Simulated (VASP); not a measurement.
Runs of VASP 6.6.1 on SiRu. The structure is cubic, space group P2_13 (No. 198). Conventional cell: a = 4.690 Å, b = 4.690 Å, c = 4.690 Å, α = 90.00°, β = 90.00°, γ = 90.00°. Si (site symmetry 3) is surrounded by 7 Ru at 2.38 to 2.67 Å. Around Ru (site symmetry 3) lie 7 Si at 2.38 to 2.67 Å. The cell comes from a database or a generator and needn't be the stable form of this composition.

```csv
level,k mesh,cutoff (eV),smearing,gap on the mesh (eV),pressure (GPa),largest force (eV/Å)
PBEsol,8 × 8 × 8,700,gaussian 0.1 eV,0.24,0.0,-
r2SCAN,8 × 8 × 8,520,gaussian 0.1 eV,0.30,2.3,0.07
PBEsol,12 × 12 × 12,520,gaussian 0.1 eV,0.24,0.0,-
PBEsol,8 × 8 × 8,520,gaussian 0.5 eV,0.25,(a),(b)
PBEsol,8 × 8 × 8,900,gaussian 0.1 eV,0.24,0.0,-
```

Alike in all rows: task single point; potentials or basis VASP PAW PBE potentials, release 64 (Si, Ru_pv); no spin polarisation; cell as given.

Problem. Estimate the missing entries.

Solution. (a) 0.6; (b) 0.11.

Caveats: the PAW data sets were made with another functional, which shifts forces and pressure a little.

A k mesh can miss the band edges, and the runs leave out spin-orbit coupling on Ru.

Not every run made on this cell is shown here.
